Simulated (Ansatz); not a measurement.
Cubic perovskite CsPbI₃ (cubic high-temperature phase), treated with rVV10 in Ansatz (plane waves, PAW).

Settings: plane-wave cutoff 520 eV, 6×6×6 k mesh, Fermi–Dirac smearing 0.01 eV, scalar-relativistic PAW data made under PBE.

Computed at the level's own relaxed cell.

Q: Estimate the pressure derivative B′ of the bulk modulus, band gap, lattice parameter a and Γ–Γ gap that the calculation returns.

A: 
- pressure derivative B′ of the bulk modulus: 4.7
- band gap: 1.32 eV
- lattice parameter a: 6.325 Å
- Γ–Γ gap: 3.84 eV

Note: the relaxation could not lower the start's symmetry, so the cell can be a saddle point above a distorted one.

Spin–orbit coupling is not included; with these elements it can move the gap by several tenths of an eV or more.

The computed numbers hold no vibrational or temperature effects.

The result took roughly 3 core-minutes.

Ansatz is a quantum-chemistry and plane-wave program.
